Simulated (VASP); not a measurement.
Computed with PBEsol GGA, VASP's PBE PAW potentials (set 64) (plane waves; VASP).

The input files of a VASP run:

**KPOINTS**
```
Automatic mesh
0
Gamma
5 4 1
0 0 0
```

POSCAR:
```
CaF2(110) slab
1
    3.8367177172     0.0000000000     0.0000000000
    0.0000000000     5.4259382662    -0.0000000000
   -0.0000000000    -0.0000000000    26.4165769599
Ca F
6 12
Direct
  0.0000000000   0.0000000000   0.3184510000
  0.5000000000   0.5000000000   0.3910710000
  0.0000000000   0.0000000000   0.4636900000
  0.5000000000   0.5000000000   0.5363100000
  0.0000000000   0.0000000000   0.6089290000
  0.5000000000   0.5000000000   0.6815490000
  0.5000000000   0.2500000000   0.3184510000
  0.0000000000   0.2500000000   0.3910710000
  0.0000000000   0.7500000000   0.3910710000
  0.5000000000   0.7500000000   0.3184510000
  0.5000000000   0.2500000000   0.4636900000
  0.0000000000   0.2500000000   0.5363100000
  0.0000000000   0.7500000000   0.5363100000
  0.5000000000   0.7500000000   0.4636900000
  0.5000000000   0.2500000000   0.6089290000
  0.0000000000   0.2500000000   0.6815490000
  0.0000000000   0.7500000000   0.6815490000
  0.5000000000   0.7500000000   0.6089290000
```

### INCAR
```
# general
SYSTEM = CaF2(110) slab
PREC   = Normal
ENCUT  = 450
LREAL  = Auto
LASPH  = T

# electronic loop
EDIFF  = 1E-5
NELM   = 100
NELMIN = 4
ALGO   = Normal   # blocked Davidson

# smearing
ISMEAR = 0
SIGMA  = 0.05

# functional
GGA    = PS   # PBEsol

# ions
IBRION = 2   # conjugate gradients
NSW    = 50   # most ionic steps
ISIF   = 2   # forces and stress, cell fixed
EDIFFG = -0.03

# output
LWAVE  = T
LCHARG = F

# other
LDIPOL = T
IDIPOL = 3
DIPOL  = 0.5 0.5 0.5
```

POTCAR, in this order: Ca_sv F (PBE.64 set). Program: vasp_std.

What VASP printed:

File OSZICAR:
```
...
       N       E                     dE             d eps       ncg     rms          rms(c)
DAV:   1    -0.105493135962E+03   -0.64073E-01   -0.53166E+01  1548   0.324E+01    0.177E+00
DAV:   2    -0.105643888386E+03   -0.15075E+00   -0.18772E+00  1708   0.557E+00    0.885E-01
DAV:   3    -0.105636963636E+03    0.69247E-02   -0.41177E-02  2360   0.104E+00    0.449E-01
DAV:   4    -0.105634230637E+03    0.27330E-02   -0.12808E-02  2056   0.866E-01    0.126E-01
DAV:   5    -0.105634495260E+03   -0.26462E-03   -0.45861E-03  1960   0.336E-01    0.634E-02
DAV:   6    -0.105634651190E+03   -0.15593E-03   -0.98048E-04  2152   0.127E-01    0.346E-02
DAV:   7    -0.105634718603E+03   -0.67413E-04   -0.23037E-04  1992   0.117E-01    0.213E-02
DAV:   8    -0.105635108800E+03   -0.39020E-03   -0.47923E-04  1704   0.212E-01    0.141E-02
DAV:   9    -0.105635273568E+03   -0.16477E-03   -0.33836E-04  1808   0.732E-02    0.172E-02
DAV:  10    -0.105635368001E+03   -0.94433E-04   -0.82800E-05  1680   0.406E-02    0.126E-02
DAV:  11    -0.105635493546E+03   -0.12554E-03   -0.27014E-05  1240   0.350E-02    0.710E-03
DAV:  12    -0.105635555798E+03   -0.62253E-04   -0.40181E-05  1436   0.265E-02    0.907E-03
DAV:  13    -0.105635579830E+03   -0.24031E-04   -0.69274E-06  1082   0.204E-02    0.359E-03
DAV:  14    -0.105635599667E+03   -0.19837E-04   -0.15423E-05  1118   0.214E-02    0.399E-03
DAV:  15    -0.105635600491E+03   -0.82351E-06   -0.19760E-06  1100   0.622E-03
   2 F= -.10563560E+03 E0= -.10563560E+03  d E =-.206535E+00
       N       E                     dE             d eps       ncg     rms          rms(c)
DAV:   1    -0.105591613847E+03    0.43986E-01   -0.40355E+01  1548   0.281E+01    0.153E+00
DAV:   2    -0.105702284043E+03   -0.11067E+00   -0.13908E+00  1718   0.490E+00    0.751E-01
DAV:   3    -0.105697426596E+03    0.48574E-02   -0.29931E-02  2312   0.912E-01    0.380E-01
DAV:   4    -0.105695568205E+03    0.18584E-02   -0.88298E-03  2168   0.781E-01    0.102E-01
DAV:   5    -0.105695710729E+03   -0.14252E-03   -0.32469E-03  2008   0.312E-01    0.460E-02
DAV:   6    -0.105695887510E+03   -0.17678E-03   -0.58438E-04  2248   0.113E-01    0.241E-02
DAV:   7    -0.105696009566E+03   -0.12206E-03   -0.15952E-04  1840   0.115E-01    0.158E-02
DAV:   8    -0.105696353270E+03   -0.34370E-03   -0.36946E-04  1720   0.172E-01    0.133E-02
DAV:   9    -0.105696471526E+03   -0.11826E-03   -0.20485E-04  1864   0.556E-02    0.131E-02
DAV:  10    -0.105696580118E+03   -0.10859E-03   -0.56081E-05  1488   0.344E-02    0.998E-03
DAV:  11    -0.105696628862E+03   -0.48744E-04   -0.13160E-05  1184   0.210E-02    0.461E-03
DAV:  12    -0.105696670910E+03   -0.42048E-04   -0.20169E-05  1320   0.184E-02    0.810E-03
DAV:  13    -0.105696687615E+03   -0.16704E-04   -0.32979E-06  1104   0.117E-02    0.513E-03
DAV:  14    -0.105696709805E+03   -0.22190E-04   -0.16406E-05  1176   0.262E-02    0.418E-03
DAV:  15    -0.105696710286E+03   -0.48080E-06   -0.29957E-06  1152   0.763E-03
   3 F= -.10569671E+03 E0= -.10569671E+03  d E =-.267644E+00
       N       E                     dE             d eps       ncg     rms          rms(c)
DAV:   1    -0.105708103187E+03   -0.11393E-01   -0.17685E+01  1554   0.191E+01    0.101E+00
DAV:   2    -0.105742511120E+03   -0.34408E-01   -0.48692E-01  1756   0.317E+00    0.465E-01
DAV:   3    -0.105741324168E+03    0.11870E-02   -0.15608E-02  2384   0.540E-01    0.214E-01
DAV:   4    -0.105740168659E+03    0.11555E-02   -0.18025E-03  2192   0.378E-01    0.625E-02
DAV:   5    -0.105739913485E+03    0.25517E-03   -0.10629E-03  2104   0.246E-01    0.270E-02
DAV:   6    -0.105739815104E+03    0.98381E-04   -0.41460E-04  2392   0.157E-01    0.228E-02
DAV:   7    -0.105739771614E+03    0.43491E-04   -0.11473E-04  2064   0.881E-02    0.154E-02
DAV:   8    -0.105739751269E+03    0.20344E-04   -0.39261E-05  1496   0.735E-02    0.550E-03
DAV:   9    -0.105739755516E+03   -0.42469E-05   -0.54260E-05  1720   0.426E-02
   4 F= -.10573976E+03 E0= -.10573976E+03  d E =-.430452E-01
       N       E                     dE             d eps       ncg     rms          rms(c)
DAV:   1    -0.105730888788E+03    0.88625E-02   -0.10183E+01  1548   0.144E+01    0.767E-01
DAV:   2    -0.105750512301E+03   -0.19624E-01   -0.27849E-01  1776   0.239E+00    0.353E-01
DAV:   3    -0.105749827569E+03    0.68473E-03   -0.89728E-03  2424   0.403E-01    0.164E-01
DAV:   4    -0.105749141688E+03    0.68588E-03   -0.90806E-04  2072   0.268E-01    0.479E-02
DAV:   5    -0.105748993786E+03    0.14790E-03   -0.64657E-04  2216   0.179E-01    0.204E-02
DAV:   6    -0.105748931722E+03    0.62065E-04   -0.21561E-04  2248   0.118E-01    0.172E-02
DAV:   7    -0.105748898350E+03    0.33372E-04   -0.59133E-05  1792   0.756E-02    0.106E-02
DAV:   8    -0.105748889112E+03    0.92378E-05   -0.38176E-05  1544   0.601E-02
   5 F= -.10574889E+03 E0= -.10574889E+03  d E =-.521788E-01
       N       E                     dE             d eps       ncg     rms          rms(c)
DAV:   1    -0.105746192224E+03    0.27061E-02   -0.67128E+00  1548   0.120E+01    0.622E-01
DAV:   2    -0.105760388131E+03   -0.14196E-01   -0.18900E-01  1774   0.201E+00    0.287E-01
DAV:   3    -0.105759957182E+03    0.43095E-03   -0.51628E-03  2368   0.314E-01    0.132E-01
DAV:   4    -0.105759633535E+03    0.32365E-03   -0.70066E-04  2072   0.223E-01    0.328E-02
DAV:   5    -0.105759614844E+03    0.18691E-04   -0.40148E-04  2040   0.129E-01    0.176E-02
DAV:   6    -0.105759611404E+03    0.34394E-05   -0.81456E-05  2072   0.438E-02
   6 F= -.10575961E+03 E0= -.10575961E+03  d E =-.107223E-01
       N       E                     dE             d eps       ncg     rms          rms(c)
DAV:   1    -0.105756066808E+03    0.35480E-02   -0.21949E+00  1548   0.688E+00    0.354E-01
DAV:   2    -0.105760730310E+03   -0.46635E-02   -0.62337E-02  1794   0.116E+00    0.161E-01
DAV:   3    -0.105760584085E+03    0.14623E-03   -0.16451E-03  2280   0.187E-01    0.751E-02
DAV:   4    -0.105760480144E+03    0.10394E-03   -0.24078E-04  2144   0.146E-01    0.190E-02
DAV:   5    -0.105760483036E+03   -0.28913E-05   -0.16562E-04  2008   0.879E-02    0.109E-02
DAV:   6    -0.105760488738E+03   -0.57022E-05   -0.32396E-05  1520   0.374E-02
   7 F= -.10576049E+03 E0= -.10576049E+03  d E =-.115996E-01
       N       E                     dE             d eps       ncg     rms          rms(c)
DAV:   1    -0.105760447516E+03    0.35520E-04   -0.83604E-02  1600   0.134E+00    0.720E-02
DAV:   2    -0.105760631562E+03   -0.18405E-03   -0.23808E-03  1746   0.225E-01    0.341E-02
DAV:   3    -0.105760629476E+03    0.20863E-05   -0.61752E-05  1912   0.348E-02    0.156E-02
DAV:   4    -0.105760632066E+03   -0.25908E-05   -0.81896E-06  1068   0.234E-02
   8 F= -.10576063E+03 E0= -.10576063E+03  d E =-.117430E-01
       N       E                     dE             d eps       ncg     rms          rms(c)
DAV:   1    -0.105760607011E+03    0.22465E-04   -0.18429E-02  1656   0.632E-01    0.330E-02
DAV:   2    -0.105760647104E+03   -0.40093E-04   -0.52456E-04  1768   0.106E-01    0.145E-02
DAV:   3    -0.105760646637E+03    0.46665E-06   -0.11650E-05  1208   0.177E-02    0.699E-03
DAV:   4    -0.105760647297E+03   -0.65924E-06   -0.40964E-06  1038   0.171E-02
   9 F= -.10576065E+03 E0= -.10576065E+03  d E =-.117582E-01
       N       E                     dE             d eps       ncg     rms          rms(c)
DAV:   1    -0.105760455042E+03    0.19160E-03   -0.48333E-01  1560   0.290E+00    0.938E-02
DAV:   2    -0.105761369746E+03   -0.91470E-03   -0.10027E-02  1762   0.422E-01    0.440E-02
DAV:   3    -0.105761360490E+03    0.92557E-05   -0.25221E-04  2480   0.522E-02    0.277E-02
DAV:   4    -0.105761341955E+03    0.18535E-04   -0.50690E-05  1484   0.374E-02    0.886E-03
DAV:   5    -0.105761342520E+03   -0.56457E-06   -0.16182E-05  1264   0.185E-02
  10 F= -.10576134E+03 E0= -.10576134E+03  d E =-.695223E-03
```

### OUTCAR
```
------------------------ aborting loop because EDIFF is reached ----------------------------------------
  FORCE on cell =-STRESS in cart. coord.  units (eV):
  Direction    XX          YY          ZZ          XY          YZ          ZX
  --------------------------------------------------------------------------------------
  Total       -8.3257825     -2.0673694     -4.1493865      0.0000000      0.0000000      0.0000000
  in kB      -24.2562918     -6.0230634    -12.0888013      0.0000000      0.0000000      0.0000000
  external PRESSURE =     -14.1227188 kB  Pullay stress =       0.0000000 kB
  volume of cell :      549.93
      direct lattice vectors                 reciprocal lattice vectors
     3.836717717  0.000000000  0.000000000     0.260639451  0.000000000  0.000000000
     0.000000000  5.425938266  0.000000000     0.000000000  0.184299922  0.000000000
     0.000000000  0.000000000 26.416576960     0.000000000  0.000000000  0.037855018
 POSITION                                       TOTAL-FORCE (eV/Angst)
 -----------------------------------------------------------------------------------
      0.00000      0.00000      8.56234         0.000000     -0.000000      0.007730
      1.91836      2.71297     10.22472         0.000000     -0.000000      0.013394
      0.00000      0.00000     12.28918         0.000000     -0.000000      0.009408
      1.91836      2.71297     14.12740         0.000000     -0.000000     -0.009408
      0.00000      0.00000     16.19186         0.000000     -0.000000     -0.013394
      1.91836      2.71297     17.85424         0.000000     -0.000000     -0.007730
      1.91836      1.28743      8.38496         0.000000      0.012606      0.009734
      0.00000      1.36213     10.34050         0.000000     -0.005492      0.011356
      0.00000      4.06381     10.34050         0.000000      0.005492      0.011356
      1.91836      4.13851      8.38496         0.000000     -0.012606      0.009734
      1.91836      1.35876     12.23001         0.000000     -0.006428     -0.005663
      0.00000      1.35421     14.18657         0.000000      0.006428      0.005663
      0.00000      4.07173     14.18657         0.000000     -0.006428      0.005663
      1.91836      4.06718     12.23001         0.000000      0.006428     -0.005663
      1.91836      1.35084     16.07608         0.000000      0.005492     -0.011356
      0.00000      1.42554     18.03162         0.000000     -0.012606     -0.009734
      0.00000      4.00040     18.03162        -0.000000      0.012606     -0.009734
      1.91836      4.07510     16.07608         0.000000     -0.005492     -0.011356
 -----------------------------------------------------------------------------------
    total drift:                               -0.000000      0.000000      0.000000
  FREE ENERGIE OF THE ION-ELECTRON SYSTEM (eV)
  ---------------------------------------------------
  free  energy   TOTEN  =      -105.7613425198 eV

  energy  without entropy=     -105.7613425198  energy(sigma->0) =     -105.76134252

 reached required accuracy - stopping structural energy minimisation
```
(Selected blocks of OUTCAR.)

### CONTCAR
```
CaF2(110) slab
   1.00000000000000
     3.8367177172000000    0.0000000000000000    0.0000000000000000
     0.0000000000000000    5.4259382662000002    0.0000000000000000
     0.0000000000000000    0.0000000000000000   26.4165769598999987
  Ca              F
     6    12
Direct
     0.0000000000000000    0.0000000000000000    0.3241274037438636
     0.5000000000000000    0.5000000000000000    0.3870568428434059
     0.0000000000000000    0.0000000000000000    0.4652070911440010
     0.5000000000000000    0.5000000000000000    0.5347929088559989
     0.0000000000000000    0.0000000000000000    0.6129431571565942
     0.5000000000000000    0.5000000000000000    0.6758725962561363
     0.5000000000000000    0.2372732813262808    0.3174126342454543
     0.0000000000000000    0.2510406733095728    0.3914397842941919
     0.0000000000000000    0.7489593266904272    0.3914397842941919
     0.5000000000000000    0.7627267186737193    0.3174126342454543
     0.5000000000000000    0.2504188832271509    0.4629672227321779
     0.0000000000000000    0.2495811167728490    0.5370327772678219
     0.0000000000000000    0.7504188832271509    0.5370327772678219
     0.5000000000000000    0.7495811167728491    0.4629672227321779
     0.5000000000000000    0.2489593266904272    0.6085602157058082
     0.0000000000000000    0.2627267186737191    0.6825873657545457
     0.0000000000000000    0.7372732813262807    0.6825873657545457
     0.5000000000000000    0.7510406733095728    0.6085602157058082
```

At this cut-off the stress carries a Pulay error, which pulls relaxed volumes low.

The cell is a thin slab with vacuum, built from CaF2 (fluorite): (110) face.
